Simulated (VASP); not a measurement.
Here is a VASP 6.6.1 calculation.

File INCAR:

```
SYSTEM = Te2Mo
PREC = Accurate
ENCUT = 600
EDIFF = 1E-6
ISMEAR = -1
SIGMA = 0.05
LREAL = .FALSE.
LASPH = .TRUE.
NELM = 60
ALGO = Normal
ISIF = 3
LWAVE = .FALSE.
LCHARG = .FALSE.
GGA = B5
ALDAX = 1.0
AGGAX = 1.0
AGGAC = 1.0
ALDAC = 0.0
IBRION = 2
NSW = 60
EDIFFG = -0.01
```

KPOINTS

```
regular mesh
0
G
  9 9 2
  0 0 0
```

POSCAR

```
Te2Mo
1.0
    3.5182000000      0.0000000000      0.0000000000
   -1.7591000000      3.0468505756      0.0000000000
    0.0000000000      0.0000000000     13.9736000000
Te Mo
4 2
Direct
    0.6666666667      0.3333333333      0.3790000000
    0.3333333333      0.6666666667      0.8790000000
    0.6666666667      0.3333333333      0.1210000000
    0.3333333333      0.6666666667      0.6210000000
    0.6666666667      0.3333333333      0.7500000000
    0.3333333333      0.6666666667      0.2500000000
```

Potentials or basis: VASP PAW PBE potentials, release 64 (Te, Mo_sv).

Run with:

```console
$ cat potpaw_PBE.64/Te/POTCAR potpaw_PBE.64/Mo_sv/POTCAR > POTCAR
$ mpirun -np 1 vasp_std > vasp.out
```

(1) What does it give for the relaxed volume?

(2) Predict the relaxed cell.

## Answers

(1) 35.56 Å³/atom.

(2) a = 3.679 Å, b = 3.679 Å, c = 18.207 Å, α = 90.00°, β = 90.00°, γ = 120.00°.

Caveat: the volume moved by over 15 % at a fixed basis, so the end points are rough; the PAW data sets were made with another functional, which shifts forces and pressure a little; this functional lacks dispersion, which binds the layers, so the pressure and a relaxed spacing across them are unreliable, and here the layers came unbound; the volume moved by +42 % from the deposited cell, more than functionals usually miss.
